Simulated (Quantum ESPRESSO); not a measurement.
**RbCl (Fm-3m): a worked LO-TO splitting**

How high does the longitudinal optical mode of RbCl (Fm-3m) lie, given the transverse one, the Born charge and ε∞?

Calculated with Quantum ESPRESSO 7.5; DFT LDA, scalar-relativistic, plane waves, PseudoDojo norm-conserving pseudopotentials.

The database entry behind the starting cell differs from later determinations by our own check (about 0.5 % short), so it need not match the best structure at ambient conditions.

**1. Set-up**

Symmetry: Fm-3m, No. 225, cubic system. Conventional cell: a = 6.378 Å, b = 6.378 Å, c = 6.378 Å, α = 90.00°, β = 90.00°, γ = 90.00°. Nearest to Rb lie 6 Cl at 3.19 Å. Nearest to Cl lie 6 Rb at 3.19 Å. Farther neighbours and most contacts between anions are not listed.

This is the cell after its relaxation at this level of theory, not the database cell from which that began.

**2. What the response run gave**

A linear-response run on the relaxed cell, with the response to an electric field; only its zone-centre results are used. Cutoff 56 Ry, k mesh 6×6×6.

Log:

```text
[banners, grids, parts of the stress and lines that vanish by symmetry left out]
Program PHONON v.7.5
     Reading xml data from directory:

[...]
Exchange-correlation= PW
                           (   1   4   0   0   0   0   0)
[...]
kinetic-energy cut-off    =      56.0000  Ry
     charge density cut-off    =     224.0000  Ry
     convergence threshold     =      1.0E-18
[...]
Exchange-correlation= PW
                           (   1   4   0   0   0   0   0)
[...]
q = (   0.0000000   0.0000000   0.0000000 )
     49 Sym.Ops. (with q -> -q+G )
     G cutoff =  412.0832  (  24933 G-vectors)     FFT grid: ( 45, 45, 45)
     number of k points=    16
[...]
Mode symmetry, O_h (m-3m)  point group:
[...]
Dielectric constant
[...]
End of electric fields calculation
          Dielectric constant in cartesian axis
          (       2.521145126      -0.000000000      -0.000000000 )
          (      -0.000000000       2.521145126      -0.000000000 )
          (      -0.000000000      -0.000000000       2.521145126 )
          Effective charges (d Force / dE) in cartesian axis without acoustic sum rule applied (asr)
           atom    1  Rb    Mean Z*:        1.15819
      Ex  (        1.15819       -0.00000        0.00000 )
      Ey  (       -0.00000        1.15819        0.00000 )
      Ez  (        0.00000        0.00000        1.15819 )
           atom    2  Cl    Mean Z*:       -1.15874
      Ex  (       -1.15874       -0.00000        0.00000 )
      Ey  (        0.00000       -1.15874        0.00000 )
      Ez  (        0.00000        0.00000       -1.15874 )
          Effective charges Sum: Mean:       -0.00054
[...]
Effective charges (d Force / dE) in cartesian axis with asr applied:
           atom    1  Rb    Mean Z*:        1.15846
[...]
atom    2  Cl    Mean Z*:       -1.15846
[...]
Representation #   1 modes #   1   2   3
[...]
End of self-consistent calculation
     Convergence has been achieved
     Representation #   2 modes #   4   5   6
[...]
End of self-consistent calculation
     Convergence has been achieved
[...]
Dielectric constant in cartesian axis
          (       2.521145126      -0.000000000      -0.000000000 )
          (      -0.000000000       2.521145126      -0.000000000 )
          (      -0.000000000      -0.000000000       2.521145126 )
          Effective charges (d Force / dE) in cartesian axis without acoustic sum rule applied (asr)
           atom    1  Rb    Mean Z*:        1.15819
      Ex  (        1.15819       -0.00000        0.00000 )
      Ey  (       -0.00000        1.15819        0.00000 )
      Ez  (        0.00000        0.00000        1.15819 )
           atom    2  Cl    Mean Z*:       -1.15874
      Ex  (       -1.15874       -0.00000        0.00000 )
      Ey  (        0.00000       -1.15874        0.00000 )
      Ez  (        0.00000        0.00000       -1.15874 )
          Effective charges Sum: Mean:       -0.00054
[...]
Effective charges (d Force / dE) in cartesian axis with asr applied:
           atom    1  Rb    Mean Z*:        1.15846
[...]
atom    2  Cl    Mean Z*:       -1.15846
[...]
q = (    0.000000000   0.000000000   0.000000000 )
[...]
freq (    1) =      -0.014438 [THz] =      -0.481600 [cm-1]
     freq (    2) =      -0.014438 [THz] =      -0.481600 [cm-1]
     freq (    3) =      -0.014438 [THz] =      -0.481600 [cm-1]
     freq (    4) =       3.955050 [THz] =     131.926278 [cm-1]
     freq (    5) =       3.955050 [THz] =     131.926278 [cm-1]
     freq (    6) =       3.955050 [THz] =     131.926278 [cm-1]
[...]
Mode symmetry, O_h (m-3m)  point group:
     freq (   1-   3) =         -0.5  [cm-1]   --> T_1u G_15  G_4- I
     freq (   4-   6) =        131.9  [cm-1]   --> T_1u G_15  G_4- I

   JOB DONE.
```

| quantity | value |
| --- | --- |
| cell volume Ω (Å³) | 64.853 |
| mass of Rb (u) | 85.468 |
| mass of Cl (u) | 35.450 |
| Born charge of Rb, raw (e) | 1.158 |
| Born charge of Cl, raw (e) | -1.159 |
| ε∞ | 2.521 |
| ω(TO) after the sum rule (cm⁻¹) | 131.9 |

**3. The calculation**

The charges must sum to zero over the cell; taking off their mean, 0.000 e, leaves Z* = 1.158 e on Rb. In the polar mode Rb moves against Cl, so the reduced mass is μ = 85.47 × 35.45 / 120.92 = 25.057 u.

A longitudinal wave builds up a field that adds to the restoring force: ω(LO)² = ω(TO)² + 4π Z*² / (μ Ω ε∞), in Hartree atomic units. With μ = 45676 electron masses and Ω = 437.65 bohr³ the second term is 3.3462e-07 Ha², or 16118 cm⁻² (1 Ha = 219474.6 cm⁻¹).

So ω(LO) = √(17406 + 16118) = 183.1 cm⁻¹, and by the Lyddane-Sachs-Teller relation ε₀ = ε∞ (ω(LO)/ω(TO))² = 4.86.

**4. Check against the program**

The analysis program adds the same non-analytic term to the full matrix, here for q along (1 0 0).

Log:

```text
[banner, memory and clock lines left out]
Program DYNMAT v.7.5

     Reading Dynamical Matrix from file g.dyn
     ...Force constants read
     ...epsilon and Z* read

     Polarizability (A^3 units)
     multiply by 0.663549 for Clausius-Mossotti correction
         7.850443   -0.000000   -0.000000
        -0.000000    7.850443   -0.000000
        -0.000000   -0.000000    7.850443

     IR activities are in (D/A)^2/amu units

# mode   [cm-1]    [THz]      IR
    1     -0.00   -0.0000    0.0000
    2     -0.00   -0.0000    0.0000
    3     -0.00   -0.0000    0.0000
    4    131.93    3.9551    1.2357
    5    131.93    3.9551    1.2357
    6    183.09    5.4890    1.2357
```

ε₀ comes from the program's run without a direction of q.

| quantity | by hand | program |
| --- | --- | --- |
| ω(LO) (cm⁻¹) | 183.1 | 183.1 |
| ε₀ | 4.86 | 4.86 |

**5. Outcome**

| Property | Result |
| --- | --- |
| TO mode | 131.9 cm⁻¹ |
| LO mode | 183.1 cm⁻¹ |
| static dielectric constant | 4.856 |

In words: The LO mode of RbCl (Fm-3m) lies at 183 cm⁻¹, 51 cm⁻¹ above the TO mode; the formula meets the program within 0.1 cm⁻¹, as it must for a cubic crystal with one polar mode. ω(LO)² − ω(TO)² goes with Z*²/ε∞: an error of 5 % in ε∞ would move the LO mode by 2.1 cm⁻¹, and semilocal functionals tend to overestimate ε∞. These are harmonic values at zero temperature, at the volume of this functional, for the structure held cubic; stability elsewhere in the zone is no part of this calculation.

[Host names and launcher messages were left out of these logs when they were recorded.]

[Logs are printed without paths, hosts, clocks, repeated set-up lines and the standing remarks that a program may print on its own settings, such as how far it seeks lower states.]

[Hosts, paths, dates, database ids (printed as entryN), source tags and the programs' standing remarks are cut or masked in the printed files.]
